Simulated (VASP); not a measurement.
Runs of VASP 6.6.1 on HgSe. The structure is cubic, space group F-43m (No. 216). The conventional cell has a = 6.146 Å, b = 6.146 Å, c = 6.146 Å, α = 90.00°, β = 90.00°, γ = 90.00°. Around Hg (site symmetry -43m) lie 4 Se at 2.66 Å. Se (site symmetry -43m) is surrounded by 4 Hg at 2.66 Å. 

| task | level | spin | cell | cutoff (eV) | gap on the mesh (eV) | pressure (GPa) |
| --- | --- | --- | --- | --- | --- | --- |
| optical spectrum | PBE | off | as given | 520 | none | 3.0 |
| band structure | PBE | off | as given | 520 | - | 3.0 |
| relaxation of cell and atoms | PBEsol | off | relaxed | 600 | none | 0.0 |
| band structure | r2SCAN | off | as given | 520 | - | 1.2 |
| band structure | TB-mBJ | off | as given | 520 | (a) | - |
| band structure | PBE | SOC, no magnetisation | as given | 520 | - | 2.6 |

Alike in all rows: potentials or basis VASP PAW PBE potentials, release 64 (Hg, Se); k mesh 10 × 10 × 10; smearing gaussian 0.03 eV.

Q: Estimate the missing entries.

A: (a) 0.05.

Caveats: spin-orbit coupling is left out, which moves the levels of the heavy elements (some runs); the PAW data sets were made with another functional, which shifts forces and pressure a little (some runs); independent-particle spectra lack excitons (some runs); the intraband (Drude) part of a metal's response may be missing (some runs); the relaxation stopped at its first step, so nothing moved (some runs).

A k mesh can miss the band edges, and rows without SOC leave out spin-orbit coupling on Hg, Se.

A gap of «none» marks a metal or a gap under the smearing width.
